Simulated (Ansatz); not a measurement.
**MgSi under changes of volume**

One of the cells (17.355 Å³/atom); the others are scaled copies at fixed shape and fractional positions:

```
CELL_PARAMETERS angstrom
2.90839 0.00000 0.00000
0.00000 2.90839 0.00000
0.00000 0.00000 4.10343
ATOMIC_POSITIONS crystal
Si 0.50000 0.50000 0.50000
Mg 0.00000 0.00000 0.00000
```

The cell comes from a database or a generator and needn't be the stable form of this composition.

```yaml
Program: Ansatz 0.2.0
Functional: r2SCAN
Potentials_or_basis: Ansatz PAW
Cutoff: "500 eV (not typed: the program's choice for these potentials)"
k_mesh: 9 × 9 × 7
Occupations: fermi-dirac, width 0.05 eV
Spin: no spin polarisation
```

| volume (Å³/atom) | energy over the lowest point (meV/atom) | pressure (GPa) |
| --- | --- | --- |
| 16.314 | ? | ? |
| 16.661 | 1.80 | 1.5 |
| 17.008 | 0.00 | 0.1 |
| 17.355 | 1.20 | -1.2 |
| 17.702 | 5.15 | -2.4 |
| 18.049 | 11.57 | -3.4 |
| 18.396 | 20.21 | -4.4 |

Q: What does the run at 16.314 Å³/atom give?

A: Energy over the lowest point 6.85 meV/atom; pressure 3.1 GPa.

Worked out: A Birch-Murnaghan fit of order 3 (a polynomial in V^(-2/3)) to the other rows has its minimum at 17.04 Å³/atom with B0 = V·E''(V) = 68 GPa and B' = 4.0 at fixed shape and positions, which overstates the stiffness. It gives 6.96 meV/atom at 16.314 Å³/atom, against the run's 6.85, and -dE/dV = 3.2 GPa, against 3.1.

Energies are extrapolated to zero smearing.

Caveats: the PAW data sets come from PBE, with cores solved anew for the run's functional, which leaves a small shift of forces and pressure.
